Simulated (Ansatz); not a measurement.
The system is PtS2.

```
Pt S
1.0
     3.54320    0.00000    0.00000
    -1.77160    3.06850    0.00000
     0.00000    0.00000    5.03880
Pt S
1 2
Direct
  0.00000 0.00000 0.00000
  0.66667 0.33333 0.77300
  0.33333 0.66667 0.22700
```

Base run:

| Quantity | Value |
| --- | --- |
| Program | Ansatz 0.2.0 |
| Functional | HSE03 |
| Potentials or basis | Ansatz PAW |
| Cutoff | 420 eV (not typed: the program's choice for these potentials) |
| k mesh | 5 × 5 × 3 |
| Occupations | fermi-dirac, width 0.05 eV |
| Spin | no spin polarisation |

Its results: band gap on the k mesh 1.77 eV, indirect (least direct gap 2.03 eV); pressure 7.4 GPa; largest force 0.937 eV/Å.

Problem. The run is repeated on the same cell with these changes: functional from HSE03 to HSE06. What comes out?

Solution. Band gap on the k mesh 1.93 eV, indirect (least direct gap 2.20 eV); pressure 7.0 GPa; largest force 0.903 eV/Å.

Caveats: the k mesh misses the band edges, so the gap on the mesh is wider than the one along the path; spin-orbit coupling is left out, which moves the levels of the heavy elements; the PAW data sets come from PBE, with cores solved anew for the run's functional, which leaves a small shift of forces and pressure; the thresholds are loose for stress.
